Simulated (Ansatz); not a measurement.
The system is B.

```xyz
2
Lattice="1.6246 0.0000 0.0000 0.0000 2.8662 0.0000 0.0000 0.0000 3.9144" Properties=species:S:1:pos:R:3 pbc="T T T"
B     0.0000    1.4331    2.3849
B     0.8123    0.0000    1.5295
```

The cell was built by a generator and needn't be a form met in nature.

```yaml
Program: Ansatz 0.2.0
Task: relaxation of cell and atoms
Functional: RPBE
Dispersion: D4
Potentials_or_basis: Ansatz PAW
Cutoff: "420 eV (not typed: the program's choice for these potentials)"
k_mesh: 16 × 9 × 7
Occupations: fermi-dirac, width 0.05 eV
Spin: no spin polarisation
```

At the start: volume 9.11 Å³/atom.

Where does the relaxation end?

It ends after 11 steps and the volume is 7.83 Å³/atom (-14.1 %); space group Pmmn (No. 59, to 0.05 Å).

The path:
```csv
step,energy change (eV),largest force (eV/Å),volume (Å³)
1,0.0000,0.1572,18.23
2,-0.0371,0.0970,17.16
3,-0.0637,0.0457,16.15
4,-0.0657,0.0143,15.39
5,-0.0679,0.0010,15.60
6,-0.0682,0.0040,15.70
7,-0.0682,0.0062,15.70
8,-0.0682,0.0005,15.70
9,-0.0665,0.0004,15.70
10,-0.0666,0.0002,15.66
11,-0.0665,0.0003,15.66
```

Final structure:
```cif
data_structure
_symmetry_space_group_name_H-M 'P 1'
_symmetry_Int_Tables_number 1
_cell_length_a 1.6175
_cell_length_b 2.8196
_cell_length_c 3.4342
_cell_angle_alpha 90.000
_cell_angle_beta 90.000
_cell_angle_gamma 90.000
_cell_volume 15.66
loop_
_atom_site_label
_atom_site_type_symbol
_atom_site_fract_x
_atom_site_fract_y
_atom_site_fract_z
_atom_site_occupancy
B1 B 0.00000 0.50000 0.62871 1
B2 B 0.50000 0.00000 0.37129 1
```

Caveat: the plane-wave basis is chosen anew once the cell has moved, so the energies of steps on either side of that aren't comparable; the pressure holds a Pulay correction of +0.3 GPa for the finite cutoff; the PAW data sets come from PBE, with cores solved anew for the run's functional, which leaves a small shift of forces and pressure.
